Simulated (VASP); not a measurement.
# Cs2SnI6 (Fm-3m) in VASP: notebook

Aim: see how the results for Cs2SnI6 move with the level of theory and the settings. Levels: PBE, LDA. Tasks: relaxation of cell and atoms.

Everything below comes from runs of VASP 6.6.1. Logs are shortened: lines on timing, memory, paths and dates and some standing lists are left out, and cuts for length are marked.

## 1. Starting point

Symmetry: Fm-3m, No. 225, cubic system. Conventional cell: a = 12.040 Å, b = 12.040 Å, c = 12.040 Å, α = 90.00°, β = 90.00°, γ = 90.00°. Cs (site symmetry -43m) has 12 I at 4.26 Å as nearest neighbours. Sn (site symmetry m-3m) is surrounded by 6 I at 2.91 Å. Around I (site symmetry 4mm) lie 1 Sn at 2.91 Å.

## 2. Relaxation of cell and atoms, PBE

INCAR

```
SYSTEM = Cs2SnI6
PREC = Accurate
ENCUT = 300
EDIFF = 1E-7
ISMEAR = 0
SIGMA = 0.03
LREAL = .FALSE.
LASPH = .TRUE.
NELM = 80
ALGO = Normal
ISIF = 3
LWAVE = .FALSE.
LCHARG = .FALSE.
GGA = PE
IBRION = 2
NSW = 90
EDIFFG = -0.005
KPAR = 2
```

KPOINTS

```
regular mesh
0
G
  3 3 3
  0 0 0
```

POSCAR

```
Cs2SnI6                                 
1.0
    0.0000000000      6.0201316225      6.0201316225
    6.0201316225      0.0000000000      6.0201316225
    6.0201316225      6.0201316225     -0.0000000000
  Cs              Sn              I             
     2     1     6
Direct
     0.2500000000000000    0.2500000000000000    0.2500000000000000
     0.7500000000000000    0.7500000000000000    0.7500000000000000
     0.0000000000000000    0.0000000000000000    0.0000000000000000
     0.7585347284133326    0.2414652715866674    0.2414652715866674
     0.2414652715866674    0.7585347284133326    0.2414652715866674
     0.2414652715866674    0.7585347284133326    0.7585347284133326
     0.7585347284133326    0.2414652715866674    0.7585347284133326
     0.2414652715866674    0.2414652715866674    0.7585347284133326
     0.7585347284133326    0.7585347284133326    0.2414652715866674
```

Potentials or basis: VASP PAW PBE potentials, release 64 (Cs_sv, Sn, I).

The run is started by

```console
cat potpaw_PBE.64/Cs_sv/POTCAR potpaw_PBE.64/Sn/POTCAR potpaw_PBE.64/I/POTCAR > POTCAR
mpirun -np 2 vasp_std > vasp.out
```

OUTCAR:

```text
SYSTEM = Cs2SnI6
   PREC = Accurate
   ENCUT = 300
   EDIFF = 1E-7
   ISMEAR = 0
   LREAL = .FALSE.
   LASPH = .TRUE.
   NELM = 80
   ISIF = 3
   GGA = PE
   IBRION = 2
   NSW = 90
   EDIFFG = -0.005

 ion  position               nearest neighbor table
   1  0.250  0.250  0.250-
   2  0.750  0.750  0.750-
   3  0.000  0.000  0.000-   4 2.91   5 2.91   6 2.91   7 2.91   8 2.91   9 2.91
   4  0.759  0.241  0.241-   3 2.91
   5  0.241  0.759  0.241-   3 2.91
   6  0.241  0.759  0.759-   3 2.91
   7  0.759  0.241  0.759-   3 2.91
   8  0.241  0.241  0.759-   3 2.91
   9  0.759  0.759  0.241-   3 2.91

  LATTYP: Found a face centered cubic cell.
 ALAT       =    12.0402632450

  Lattice vectors:

 A1 = (   0.0000000000,   6.0201316225,   6.0201316225)
 A2 = (   6.0201316225,   0.0000000000,   6.0201316225)
 A3 = (   6.0201316225,   6.0201316225,   0.0000000000)

Analysis of symmetry for initial positions (statically):
=====================================================================
 Subroutine PRICEL returns:
 Original cell was already a primitive cell.

 Routine SETGRP: Setting up the symmetry group for a
 face centered cubic supercell.

 Subroutine GETGRP returns: Found 48 space group operations
 (whereof 48 operations were pure point group operations)
 out of a pool of 48 trial point group operations.

The static configuration has the point symmetry O_h .

Analysis of symmetry for dynamics (positions and initial velocities):
=====================================================================
 Subroutine PRICEL returns:
 Original cell was already a primitive cell.

 Routine SETGRP: Setting up the symmetry group for a
 face centered cubic supercell.

 Subroutine GETGRP returns: Found 48 space group operations
 (whereof 48 operations were pure point group operations)
 out of a pool of 48 trial point group operations.

The dynamic configuration has the point symmetry O_h .

 Subroutine INISYM returns: Found 48 space group operations
 (whereof 48 operations are pure point group operations),
 and found     1 'primitive' translations

----------------------------------------------------------------------------------------

                                     Primitive cell

  volume of cell :     436.3630

  direct lattice vectors                    reciprocal lattice vectors
     0.000000000  6.020131623  6.020131623    -0.083054662  0.083054662  0.083054662
     6.020131623  0.000000000  6.020131623     0.083054662 -0.083054662  0.083054662
     6.020131623  6.020131623  0.000000000     0.083054662  0.083054662 -0.083054662

  length of vectors
     8.513751788  8.513751788  8.513751788     0.143854895  0.143854895  0.143854895

  position of ions in fractional coordinates (direct lattice)
     0.250000000  0.250000000  0.250000000
     0.750000000  0.750000000  0.750000000
     0.000000000  0.000000000  0.000000000
     0.758534728  0.241465272  0.241465272
     0.241465272  0.758534728  0.241465272
     0.241465272  0.758534728  0.758534728
     0.758534728  0.241465272  0.758534728
     0.241465272  0.241465272  0.758534728
     0.758534728  0.758534728  0.241465272

  ion indices of the primitive-cell ions
   primitive index   ion index
                 1           1
[... 72 lines left out ...]
   EMIN   =  10.00;   EMAX   =-10.00  energy-range for DOS
   EFERMI =   0.00;   METHOD = LEGACY
   ISMEAR =     0;   SIGMA  =   0.03  broadening in eV -4-tet -1-fermi 0-gaus
   EFERMI_NEDOS =   21; number of points for ismear=-14 and -15
   IALGO  =     38    algorithm
   IMIX   =      4    mixing-type and parameters
     AMIX     =   0.40;   BMIX     =  1.00
     AMIX_MAG =   1.60;   BMIX_MAG =  1.00
  volume/ion in A,a.u.               =      48.48       327.19
  Fermi-wavevector in a.u.,A,eV,Ry     =   0.863347  1.631490 10.141353  0.745368
  Thomas-Fermi vector in A             =   1.981284
   LORBIT       =      0    0 simple, 1 ext, 2 COOP (PROOUT), +10 PAW based schemes
   GGA     = PE    functional components
   LHFCALC =     F    Hartree Fock is set to
   AEXX    =    0.0000 exact exchange contribution
   IVDW    =     0    specifies the selected vdW correction
   LEPSILON=     F    determine dielectric tensor
   LRPA    =     F    only Hartree local field effects (RPA)
 conjugate gradient relaxation of ions
 non-spin polarized calculation
 Gauss-broadening in eV      SIGMA  =   0.03
  energy-cutoff  :      300.00
  volume of cell :      436.36
 maximum number of plane-waves:      5157
   NGX = 25   NGY = 25   NGZ = 25

--------------------------------------- Ionic step        1  -------------------------------------------

 number of electron      64.0000002 magnetization

 Free energy of the ion-electron system (eV)
  ---------------------------------------------------
  ext. energy  EPLUGINS =         0.00000000
  ---------------------------------------------------
  free energy    TOTEN  =       -22.99334934 eV

  energy without entropy =      -22.99334934  energy(sigma->0) =      -22.99334934

------------------------ aborting loop because EDIFF is reached ----------------------------------------

  FORCE on cell =-STRESS in cart. coord.  units (eV):
  Direction    XX          YY          ZZ          XY          YZ          ZX
  --------------------------------------------------------------------------------------
  -------------------------------------------------------------------------------------
  Total       -0.0029643     -0.0029643     -0.0029643     -0.0000000      0.0000000      0.0000000
  in kB       -0.0108841     -0.0108841     -0.0108841     -0.0000000      0.0000000      0.0000000
  external PRESSURE =      -0.0108841 kB  Pullay stress =       0.0000000 kB

 VOLUME and BASIS-vectors are now :
 -----------------------------------------------------------------------------
  energy-cutoff  :      300.00
  volume of cell :      436.36
      direct lattice vectors                 reciprocal lattice vectors
     0.000000000  6.020131623  6.020131623    -0.083054662  0.083054662  0.083054662
     6.020131623  0.000000000  6.020131623     0.083054662 -0.083054662  0.083054662
     6.020131623  6.020131623  0.000000000     0.083054662  0.083054662 -0.083054662

 POSITION                                       TOTAL-FORCE (eV/Angst)
 -----------------------------------------------------------------------------------
      3.01007      3.01007      3.01007        -0.000000      0.000000      0.000000
      9.03020      9.03020      9.03020        -0.000000     -0.000000     -0.000000
      0.00000      0.00000      0.00000        -0.000000      0.000000      0.000000
      2.90731      6.02013      6.02013        -0.005575      0.000000      0.000000
      6.02013      2.90731      6.02013        -0.000000     -0.005575      0.000000
      9.13296      6.02013      6.02013         0.005575      0.000000      0.000000
      6.02013      9.13296      6.02013        -0.000000      0.005575      0.000000
      6.02013      6.02013      2.90731        -0.000000      0.000000     -0.005575
      6.02013      6.02013      9.13296        -0.000000      0.000000      0.005575
 -----------------------------------------------------------------------------------
    total drift:                               -0.000000     -0.000000     -0.000000

  FREE ENERGIE OF THE ION-ELECTRON SYSTEM (eV)
  ---------------------------------------------------
  free  energy   TOTEN  =       -22.9933493422 eV

  energy  without entropy=      -22.9933493422  energy(sigma->0) =      -22.99334934

--------------------------------------- Ionic step        2  -------------------------------------------

 number of electron      64.0000002 magnetization

 Free energy of the ion-electron system (eV)
  ---------------------------------------------------
  ext. energy  EPLUGINS =         0.00000000
  ---------------------------------------------------
  free energy    TOTEN  =       -22.99335724 eV

  energy without entropy =      -22.99335724  energy(sigma->0) =      -22.99335724

 E-fermi :   1.0738     XC(G=0):  -7.4797

 val. band max:        0.9359834226   @ k =   0.0000   0.0000   0.0000
 cond. band min:       1.2048782452   @ k =   0.0000   0.0000   0.0000
 fundamental gap:      0.2688948226
 Fermi energy:         1.0738485423

 k-point     1 :       0.0000    0.0000    0.0000
  band No.  band energies     occupation
      1     -19.5565      2.00000
      2     -19.5544      2.00000
      3     -10.9763      2.00000
      4     -10.3053      2.00000
      5     -10.3053      2.00000
      6     -10.3053      2.00000
[... 153 lines left out ...]
     37       6.5540      0.00000
     38       6.5803      0.00000

------------------------ aborting loop because EDIFF is reached ----------------------------------------

  FORCE on cell =-STRESS in cart. coord.  units (eV):
  Direction    XX          YY          ZZ          XY          YZ          ZX
  --------------------------------------------------------------------------------------
  -------------------------------------------------------------------------------------
  Total       -0.0015585     -0.0015585     -0.0015585     -0.0000000      0.0000000      0.0000000
  in kB       -0.0057227     -0.0057227     -0.0057227     -0.0000000      0.0000000      0.0000000
  external PRESSURE =      -0.0057227 kB  Pullay stress =       0.0000000 kB

 VOLUME and BASIS-vectors are now :
 -----------------------------------------------------------------------------
  energy-cutoff  :      300.00
  volume of cell :      436.34
      direct lattice vectors                 reciprocal lattice vectors
    -0.000000000  6.020035964  6.020035964    -0.083055982  0.083055982  0.083055982
     6.020035964  0.000000000  6.020035964     0.083055982 -0.083055982  0.083055982
     6.020035964  6.020035964 -0.000000000     0.083055982  0.083055982 -0.083055982

 POSITION                                       TOTAL-FORCE (eV/Angst)
 -----------------------------------------------------------------------------------
      3.01002      3.01002      3.01002         0.000000     -0.000000     -0.000000
      9.03005      9.03005      9.03005         0.000000     -0.000000     -0.000000
     12.04007      6.02004      6.02004         0.000000      0.000000     -0.000000
      2.90699      6.02004      6.02004        -0.003620      0.000000     -0.000000
      6.02004      2.90699      6.02004         0.000000     -0.003620     -0.000000
      9.13308      6.02004      6.02004         0.003620      0.000000     -0.000000
      6.02004      9.13308      6.02004         0.000000      0.003620     -0.000000
      6.02004      6.02004      2.90699         0.000000      0.000000     -0.003620
      6.02004      6.02004      9.13308         0.000000      0.000000      0.003620
 -----------------------------------------------------------------------------------
    total drift:                               -0.000000      0.000000     -0.000000

  FREE ENERGIE OF THE ION-ELECTRON SYSTEM (eV)
  ---------------------------------------------------
  free  energy   TOTEN  =       -22.9933572394 eV

  energy  without entropy=      -22.9933572394  energy(sigma->0) =      -22.99335724

 reached required accuracy - stopping structural energy minimisation
```

Wall time 47 s (2 MPI ranks of Intel Xeon Platinum 8259CL at 2.50GHz (Skylake/Cascade Lake), shared host); peak memory 0.33 GiB.

What came out:

```yaml
Free_energy: -22.9934 eV
Energy_gained_by_relaxing: 0.0 meV/atom
Ionic_steps: 2
Pressure_after_relaxing: 0.0 GPa
Largest_force_after_relaxing: 0.004 eV/Å
Band_gap_on_the_k_mesh: 0.27 eV, direct
```

Forces in eV/Å, atoms in the order of the input:
```
Cs   0.000  0.000  0.000
Cs   0.000  0.000  0.000
Sn   0.000  0.000  0.000
I   -0.004  0.000  0.000
I    0.000 -0.004  0.000
I    0.004  0.000  0.000
I    0.000  0.004  0.000
I    0.000  0.000 -0.004
I    0.000  0.000  0.004
```

Final structure:
```yaml
crystal:
  lattice:
    - [0.00000, 6.02004, 6.02004]
    - [6.02004, 0.00000, 6.02004]
    - [6.02004, 6.02004, 0.00000]
  atoms:
    - { symbol: Cs, position: [0.25000, 0.25000, 0.25000] }
    - { symbol: Cs, position: [0.75000, 0.75000, 0.75000] }
    - { symbol: Sn, position: [0.00000, 0.00000, 0.00000] }
    - { symbol: I, position: [0.75856, 0.24144, 0.24144] }
    - { symbol: I, position: [0.24144, 0.75856, 0.24144] }
    - { symbol: I, position: [0.24144, 0.75856, 0.75856] }
    - { symbol: I, position: [0.75856, 0.24144, 0.75856] }
    - { symbol: I, position: [0.24144, 0.24144, 0.75856] }
    - { symbol: I, position: [0.75856, 0.75856, 0.24144] }
```

Caveat: spin-orbit coupling is left out, which moves the levels of the heavy elements. PBE gaps usually lie below the measured ones, often by a third to a half.

[end of part 1 of 2]
